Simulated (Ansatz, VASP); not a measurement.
One calculation of KCl, two programs

```xyz
2
Lattice="0.0000 3.0922 3.0922 3.0922 0.0000 3.0922 3.0922 3.0922 0.0000" Properties=species:S:1:pos:R:3 pbc="T T T"
K     0.0000    0.0000    0.0000
Cl    3.0922    3.0922    3.0922
```

Alike in both runs: task single point; functional PBE; k mesh 7 × 7 × 7; occupations fermi-dirac, width 0.03 eV; collinear spin.

```csv
,VASP,Ansatz
version,VASP 6.6.1,Ansatz 0.2.0
potentials or method,"VASP PAW PBE potentials, release 64 (K_sv, Cl), cutoff 520 eV","all-electron LAPW, scalar-relativistic"
```

Ansatz gave:

```
gap on the k mesh at the Fermi level (eV) : 5.37
pressure (GPa)                            : 1.9
net moment per atom (μB)                  : 0.00
```

Task: Which values does VASP return?

Result: gap on the k mesh at the Fermi level (eV): 5.37; pressure (GPa): 2.0; net moment per atom (μB): 0.00.

Ansatz ran all-electron here, so the differences hold the error of VASP's frozen core and of both bases. Ansatz warned: «no_starting_moments».

PBE gaps usually lie below the measured ones, often by a third to a half.
